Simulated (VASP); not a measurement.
# BN (P6_3/mmc) in VASP: settings compared

The runs below take BN through dielectric tensor, density of states, single point, band structure, with PBE, RPBE+D3(BJ), r2SCAN-EpsX, TPSS+D3.

Everything below comes from runs of VASP 6.6.1. Logs are shortened: lines on timing, memory, paths and dates and some standing lists are left out, and cuts for length are marked.

## (1) The structure

The structure is hexagonal, space group P6_3/mmc (No. 194). The conventional cell has a = 2.498 Å, b = 2.498 Å, c = 6.636 Å, α = 90.00°, β = 90.00°, γ = 120.00°. Around N (site symmetry -6m2) lie 3 B at 1.44 Å. B (site symmetry -6m2) has 3 N at 1.44 Å as nearest neighbours.

## (2) Dielectric tensor, PBE

The input, INCAR:

```
ALGO = Normal
EDIFF = 1E-8
ENCUT = 400
GGA = PE
ISIF = 2
ISMEAR = 0
LASPH = True
LCHARG = False
LEPSILON = True
LREAL = False
LWAVE = False
NELM = 100
PREC = Accurate
SIGMA = 0.01
```

The input, KPOINTS:

```
k-points
0
Gamma
  12 12 4
```

The input, POSCAR:

```
BN
1.0
    2.4982400000      0.0000000000      0.0000000000
   -1.2491200000      2.1635393048      0.0000000000
    0.0000000000      0.0000000000      6.6357000000
N B
2 2
Direct
    0.6666666667      0.3333333333      0.2500000000
    0.3333333333      0.6666666667      0.7500000000
    0.6666666667      0.3333333333      0.7500000000
    0.3333333333      0.6666666667      0.2500000000
```

Potentials or basis: VASP PAW PBE potentials, release 64 (N, B).

Command:

```console
$ cat potpaw_PBE.64/N/POTCAR potpaw_PBE.64/B/POTCAR > POTCAR
$ mpirun -np 1 vasp_std > vasp.out
```

OUTCAR:

```text
EDIFF = 1E-8
   ENCUT = 400
   GGA = PE
   ISIF = 2
   ISMEAR = 0
   LASPH = True
   LEPSILON = True
   LREAL = False
   NELM = 100
   PREC = Accurate

 Found     57 irreducible k-points:

 Following reciprocal coordinates:
            Coordinates               Weight
  0.000000  0.000000  0.000000      1.000000
  0.083333 -0.000000  0.000000      6.000000
  0.166667  0.000000  0.000000      6.000000
  0.250000  0.000000  0.000000      6.000000
  0.333333  0.000000  0.000000      6.000000
  0.416667  0.000000  0.000000      6.000000
   k-points           NKPTS =     57   k-points in BZ     NKDIM =     57   number of bands    NBANDS=     12
   number of dos      NEDOS =    301   number of ions     NIONS =      4
   total plane-waves  NPLWV =  12288
   dimension x,y,z NGX =    16 NGY =   16 NGZ =   48
   dimension x,y,z NGXF=    32 NGYF=   32 NGZF=   96
   ions per type =               2   2
   NGX,Y,Z   is equivalent  to a cutoff of  10.65, 10.65, 12.03 a.u.
   NGXF,Y,Z  is equivalent  to a cutoff of  21.29, 21.29, 24.05 a.u.
 SYSTEM =  unknown system
   PREC   = accura    normal or accurate (medium, high low for compatibility)
   ISTART =      0    job   : 0-new  1-cont  2-samecut
   ICHARG =      2    charge: 1-file 2-atom 10-const
   ISPIN  =      1    spin polarized calculation?
   LNONCOLLINEAR =      F non collinear calculations
   LSORBIT =      F    spin-orbit coupling
   LASPH  =      T    aspherical Exc in radial PAW
   ENCUT  =  400.0 eV  29.40 Ry    5.42 a.u.   4.07  4.07 10.82*2*pi/ulx,y,z
   NELM   =    100;   NELMIN=  2; NELMDL= -5     # of ELM steps
   EDIFF  = 0.1E-07   stopping-criterion for ELM
   LREAL  =      F    real-space projection
   EDIFFG = 0.1E-06   stopping-criterion for IOM
   NSW    =      0    number of steps for IOM
   IBRION =     -1    ionic relax: 0-MD 1-quasi-New 2-CG
   NFREE  =      0    steps in history (QN), initial steepest desc. (CG)
   ISIF   =      2    stress and relaxation
   ISYM   =      2    0-nonsym 1-usesym 2-fastsym
   POTIM  = 0.5000    time-step for ionic-motion
   TEBEG  =    0.0;   TEEND  =   0.0 temperature during run
   PSTRESS=    0.0 pullay stress
   NELECT =      16.0000    total number of electrons
   NUPDOWN=      -1.0000    fix difference up-down
   EMIN   =  10.00;   EMAX   =-10.00  energy-range for DOS
   EFERMI =   0.00;   METHOD = LEGACY
   ISMEAR =     0;   SIGMA  =   0.01  broadening in eV -4-tet -1-fermi 0-gaus
   EFERMI_NEDOS =   21; number of points for ismear=-14 and -15
   IALGO  =     38    algorithm
   IMIX   =      4    mixing-type and parameters
     AMIX     =   0.40;   BMIX     =  1.00
     AMIX_MAG =   1.60;   BMIX_MAG =  1.00
  volume/ion in A,a.u.               =       8.97        60.51
  Fermi-wavevector in a.u.,A,eV,Ry     =   1.250891  2.363842 21.289433  1.564729
  Thomas-Fermi vector in A             =   2.384864
   LORBIT       =      0    0 simple, 1 ext, 2 COOP (PROOUT), +10 PAW based schemes
   GGA     = PE    functional components
   LHFCALC =     F    Hartree Fock is set to
   AEXX    =    0.0000 exact exchange contribution
   IVDW    =     0    specifies the selected vdW correction
   LEPSILON=     T    determine dielectric tensor
   LRPA    =     F    only Hartree local field effects (RPA)
 non-spin polarized calculation
 Gauss-broadening in eV      SIGMA  =   0.01
  energy-cutoff  :      400.00
  volume of cell :       35.87
 maximum number of plane-waves:       664
   NGX =  9   NGY =  9   NGZ = 21

--------------------------------------- Ionic step        1  -------------------------------------------

 number of electron      16.0000004 magnetization

 E-fermi :   2.3997     XC(G=0): -10.0906

 val. band max:        2.3102462134   @ k =   0.3333   0.3333   0.5000
 cond. band min:       6.5986014656   @ k =   0.5000   0.0000   0.0000
 fundamental gap:      4.2883552523
 Fermi energy:         2.3996687761

 k-point     1 :       0.0000    0.0000    0.0000
  band No.  band energies     occupation
      1     -15.5385      2.00000
      2     -15.2440      2.00000
      3      -3.9442      2.00000
      4      -1.8131      2.00000
      5       0.9967      2.00000
      6       0.9967      2.00000
      7       1.0342      2.00000
      8       1.0342      2.00000
      9       7.5721      0.00000
     10      12.6742      0.00000
     11      13.9236      0.00000
     12      13.9248      0.00000

 k-point     2 :       0.0833   -0.0000    0.0000
  band No.  band energies     occupation
      1     -15.4017      2.00000
      2     -15.1117      2.00000
      3      -3.7562      2.00000
      4      -1.6439      2.00000
      5       0.4389      2.00000
      6       0.4725      2.00000
      7       0.7350      2.00000
      8       0.7776      2.00000
      9       7.8214      0.00000
     10      12.5845      0.00000
     11      13.7667      0.00000
     12      13.9674      0.00000

 k-point     3 :       0.1667    0.0000    0.0000
  band No.  band energies     occupation
      1     -14.9993      2.00000
      2     -14.7234      2.00000
      3      -3.2002      2.00000
      4      -1.1498      2.00000
      5      -0.9915      2.00000
      6      -0.9537      2.00000
      7       0.0916      2.00000
      8       0.1438      2.00000
      9       8.4742      0.00000
     10      12.1870      0.00000
     11      13.3680      0.00000
     12      13.5396      0.00000

 k-point     4 :       0.2500    0.0000    0.0000
  band No.  band energies     occupation
      1     -14.3575      2.00000
      2     -14.1060      2.00000
      3      -2.8031      2.00000
      4      -2.7426      2.00000
      5      -2.2997      2.00000
      6      -0.6460      2.00000
      7      -0.5908      2.00000
      8      -0.3643      2.00000
      9       9.4132      0.00000
     10      11.1613      0.00000
     11      11.6885      0.00000
     12      12.9561      0.00000

 k-point     5 :       0.3333    0.0000    0.0000
  band No.  band energies     occupation
      1     -13.5425      2.00000
      2     -13.3310      2.00000
      3      -4.6043      2.00000
      4      -4.5222      2.00000
      5      -1.2817      2.00000
      6      -1.2223      2.00000
      7      -1.1192      2.00000
      8       0.6132      2.00000
      9       9.2403      0.00000
     10      10.0657      0.00000
     11      10.5307      0.00000
     12      12.6237      0.00000

 k-point     6 :       0.4167    0.0000    0.0000
  band No.  band energies     occupation
      1     -12.7265      2.00000
      2     -12.5823      2.00000
      3      -6.0377      2.00000
      4      -5.9573      2.00000
      5      -1.7009      2.00000
      6      -1.6362      2.00000
      7       0.1518      2.00000
      8       1.5257      2.00000
      9       7.3998      0.00000
     10       8.6410      0.00000
     11      11.5270      0.00000
     12      12.4124      0.00000

 [... further k-points ...]

  FORCE on cell =-STRESS in cart. coord.  units (eV):
  Direction    XX          YY          ZZ          XY          YZ          ZX
  --------------------------------------------------------------------------------------
  -------------------------------------------------------------------------------------
  Total        0.5322307      0.5322307     -0.3964965     -0.0000000     -0.0000000      0.0000000
  in kB       23.7752352     23.7752352    -17.7118624     -0.0000000     -0.0000000      0.0000000
  external PRESSURE =       9.9462027 kB  Pullay stress =       0.0000000 kB

 VOLUME and BASIS-vectors are now :
 -----------------------------------------------------------------------------
  energy-cutoff  :      400.00
  volume of cell :       35.87
      direct lattice vectors                 reciprocal lattice vectors
     2.498240000  0.000000000  0.000000000     0.400281798  0.231102804  0.000000000
    -1.249120000  2.163539305  0.000000000     0.000000000  0.462205608  0.000000000
     0.000000000  0.000000000  6.635700000     0.000000000  0.000000000  0.150700002

 POSITION                                       TOTAL-FORCE (eV/Angst)
 -----------------------------------------------------------------------------------
      1.24912      0.72118      1.65892         0.000000      0.000000      0.000000
     -0.00000      1.44236      4.97677         0.000000     -0.000000      0.000000
      1.24912      0.72118      4.97677         0.000000     -0.000000      0.000000
     -0.00000      1.44236      1.65892        -0.000000      0.000000      0.000000
 -----------------------------------------------------------------------------------
    total drift:                                0.000000     -0.000000      0.000000

  FREE ENERGIE OF THE ION-ELECTRON SYSTEM (eV)
  ---------------------------------------------------
  free  energy   TOTEN  =       -35.1339292907 eV

  energy  without entropy=      -35.1339292907  energy(sigma->0) =      -35.13392929

 HEAD OF MICROSCOPIC STATIC DIELECTRIC TENSOR (INDEPENDENT PARTICLE, excluding Hartree and local field effects)
 ------------------------------------------------------
           4.836291     0.000000     0.000000
           0.000000     4.836291     0.000000
           0.000000     0.000000     3.013718
 ------------------------------------------------------

 Free energy of the ion-electron system (eV)
  ---------------------------------------------------
  ---------------------------------------------------
  free energy    TOTEN  =        -0.39635034 eV

  energy without entropy =       -0.39635034

------------------------ aborting loop because EDIFF is reached ----------------------------------------

--------------------------------------- Ionic step        2  -------------------------------------------

------------------------ aborting loop because EDIFF is reached ----------------------------------------

--------------------------------------- Ionic step        3  -------------------------------------------

 Free energy of the ion-electron system (eV)
  ---------------------------------------------------
  ---------------------------------------------------
  free energy    TOTEN  =        -0.18674502 eV

  energy without entropy =       -0.18674502

------------------------ aborting loop because EDIFF is reached ----------------------------------------

 PIEZOELECTRIC TENSOR FIELD DIRECTION 3  (e Angst)
 -----------------------------------------------------------------------------
    -0.00023  0.00000  0.00000           ( -0.00000  0.00000  0.00000)
     0.00000 -0.00023  0.00000           (  0.00000 -0.00000  0.00000)
     0.00000 -0.00000  0.00022           (  0.00000  0.00000 -0.00001)

 PIEZOELECTRIC TENSOR FIELD DIRECTION 3  (C/m^2)
 -----------------------------------------------------------------------------
    -0.00010  0.00000  0.00000
     0.00000 -0.00010  0.00000
     0.00000 -0.00000  0.00010

 MACROSCOPIC STATIC DIELECTRIC TENSOR (including local field effects in DFT)
 ------------------------------------------------------
           4.747747     0.000000     0.000000
           0.000000     4.747747     0.000000
           0.000000    -0.000000     2.690623
 ------------------------------------------------------

 PIEZOELECTRIC TENSOR (including local field effects)  for field in x, y, z        (e  Angst)
          XX          YY          ZZ          XY          YZ          ZX
  --------------------------------------------------------------------------------
  x     0.00000     0.00000     0.00000     0.00000     0.00000     0.00000
  y     0.00000     0.00000     0.00000     0.00000     0.00000     0.00000
  z     0.00000     0.00000     0.00000     0.00000     0.00000     0.00000

 PIEZOELECTRIC TENSOR (including local field effects)  for field in x, y, z        (C/m^2)
          XX          YY          ZZ          XY          YZ          ZX
  --------------------------------------------------------------------------------
  x     0.00000     0.00000     0.00000     0.00000     0.00000     0.00000
  y     0.00000     0.00000     0.00000     0.00000     0.00000     0.00000
  z     0.00000     0.00000     0.00000     0.00000     0.00000     0.00000

 BORN EFFECTIVE CHARGES (including local field effects) (in |e|, cummulative output)
 ---------------------------------------------------------------------------------
 ion    1
    1    -2.70355     0.00000     0.00000
    2     0.00000    -2.70355     0.00000
    3     0.00000     0.00000    -0.74195
 ion    2
    1    -2.70355     0.00000     0.00000
    2     0.00000    -2.70355     0.00000
    3     0.00000    -0.00000    -0.74195
 ion    3
    1     2.70355     0.00000     0.00000
    2     0.00000     2.70355     0.00000
    3     0.00000    -0.00000     0.74195
 ion    4
    1     2.70355     0.00000     0.00000
    2     0.00000     2.70355     0.00000
    3     0.00000    -0.00000     0.74195
```

Run time: 2.6 min. Hardware: 1 thread of AMD EPYC 7R43 (Zen 3), shared host; peak memory 0.17 GiB.

The run converged, but some of its settings lie outside the range that counts as converged, so its numbers aren't taken as properties of the crystal.

What came out:

| Property | Result |
| --- | --- |
| Band gap on the k mesh | 4.29 eV, indirect (least direct gap 4.66 eV) |
| Electronic dielectric tensor (diagonal) | 4.75, 4.75, 2.69 |
| Born charges (mean of the diagonal) | N -2.05; B +2.05 e |

Caveat: the cutoff is under 1.25 times the usual one of these potentials, so pressure, stress and relaxed cells hold a basis-set (Pulay) error; this functional lacks dispersion, which binds the layers, so the pressure and a relaxed spacing across them are unreliable.

## (3) Dielectric tensor, PBE

Edit INCAR of step 2 so:

```diff
@@ -2,3 +2,3 @@
 EDIFF = 1E-8
-ENCUT = 400
+ENCUT = 460
 GGA = PE
```

KPOINTS is that of step 2.

POSCAR is that of step 2.

Potentials or basis: VASP PAW PBE potentials, release 64 (N, B).

Command:

```console
$ cat potpaw_PBE.64/N/POTCAR potpaw_PBE.64/B/POTCAR > POTCAR
$ mpirun -np 1 vasp_std > vasp.out
```

OUTCAR:

```text
EDIFF = 1E-8
   ENCUT = 460
   GGA = PE
   ISIF = 2
   ISMEAR = 0
   LASPH = True
   LEPSILON = True
   LREAL = False
   NELM = 100
   PREC = Accurate

 Found     57 irreducible k-points:

 Following reciprocal coordinates:
            Coordinates               Weight
  0.000000  0.000000  0.000000      1.000000
  0.083333 -0.000000  0.000000      6.000000
  0.166667  0.000000  0.000000      6.000000
  0.250000  0.000000  0.000000      6.000000
  0.333333  0.000000  0.000000      6.000000
  0.416667  0.000000  0.000000      6.000000
   k-points           NKPTS =     57   k-points in BZ     NKDIM =     57   number of bands    NBANDS=     12
[... 236 lines left out ...]
 MACROSCOPIC STATIC DIELECTRIC TENSOR (including local field effects in DFT)
 ------------------------------------------------------
           4.745439     0.000000     0.000000
          -0.000000     4.745439     0.000000
           0.000000     0.000000     2.689350
 ------------------------------------------------------

 PIEZOELECTRIC TENSOR (including local field effects)  for field in x, y, z        (e  Angst)
          XX          YY          ZZ          XY          YZ          ZX
  --------------------------------------------------------------------------------
  x     0.00000     0.00000     0.00000     0.00000     0.00000     0.00000
  y     0.00000     0.00000     0.00000     0.00000     0.00000     0.00000
  z     0.00000     0.00000     0.00000     0.00000     0.00000     0.00000

 PIEZOELECTRIC TENSOR (including local field effects)  for field in x, y, z        (C/m^2)
          XX          YY          ZZ          XY          YZ          ZX
  --------------------------------------------------------------------------------
  x     0.00000     0.00000     0.00000     0.00000     0.00000     0.00000
  y     0.00000     0.00000     0.00000     0.00000     0.00000     0.00000
  z     0.00000     0.00000     0.00000     0.00000     0.00000     0.00000

 BORN EFFECTIVE CHARGES (including local field effects) (in |e|, cummulative output)
 ---------------------------------------------------------------------------------
 ion    1
    1    -2.70728     0.00000     0.00000
    2     0.00000    -2.70728     0.00000
    3     0.00000    -0.00000    -0.74528
 ion    2
    1    -2.70728     0.00000     0.00000
    2     0.00000    -2.70728     0.00000
    3     0.00000     0.00000    -0.74528
 ion    3
    1     2.70728     0.00000     0.00000
    2     0.00000     2.70728     0.00000
    3    -0.00000     0.00000     0.74528
 ion    4
    1     2.70728     0.00000     0.00000
    2     0.00000     2.70728     0.00000
    3     0.00000     0.00000     0.74528
```

OSZICAR:

```text
N       E                     dE             d eps       ncg     rms          rms(c)
DAV:   1     0.575121935662E+02    0.57512E+02   -0.77900E+03  1376   0.112E+03
DAV:   2    -0.345506511437E+02   -0.92063E+02   -0.82699E+02  2040   0.243E+02
DAV:   3    -0.387118142283E+02   -0.41612E+01   -0.41229E+01  1740   0.541E+01
DAV:   4    -0.387530771159E+02   -0.41263E-01   -0.41248E-01  1656   0.606E+00
[... 11 lines left out ...]
RMM:   6    -0.186420595549E+00   -0.22047E-03   -0.13143E-05  2286   0.210E-02    0.553E-03
RMM:   7    -0.186687519808E+00   -0.26692E-03   -0.22545E-06  2285   0.128E-02    0.978E-04
RMM:   8    -0.186708337346E+00   -0.20818E-04   -0.13158E-07  2291   0.250E-03    0.325E-04
RMM:   9    -0.186703813658E+00    0.45237E-05   -0.18172E-08  2348   0.942E-04    0.327E-05
RMM:  10    -0.186702383143E+00    0.14305E-05   -0.29419E-09  2026   0.171E-04    0.134E-05
RMM:  11    -0.186702831378E+00   -0.44823E-06   -0.84768E-10  1361   0.932E-05    0.357E-06
```

It took 3.2 min on 1 thread of AMD EPYC 7R43 (Zen 3), shared host; peak memory 0.2 GiB.

The run converged, but some of its settings lie outside the range that counts as converged, so its numbers aren't taken as properties of the crystal.

What came out:

| Property | Result |
| --- | --- |
| Band gap on the k mesh | 4.29 eV, indirect (least direct gap 4.66 eV) |
| Electronic dielectric tensor (diagonal) | 4.75, 4.75, 2.69 |
| Born charges (mean of the diagonal) | N -2.05; B +2.05 e |

Caveat: the cutoff is under 1.25 times the usual one of these potentials, so pressure, stress and relaxed cells hold a basis-set (Pulay) error; this functional lacks dispersion, which binds the layers, so the pressure and a relaxed spacing across them are unreliable.

(Part 1 of 2 ends here.)
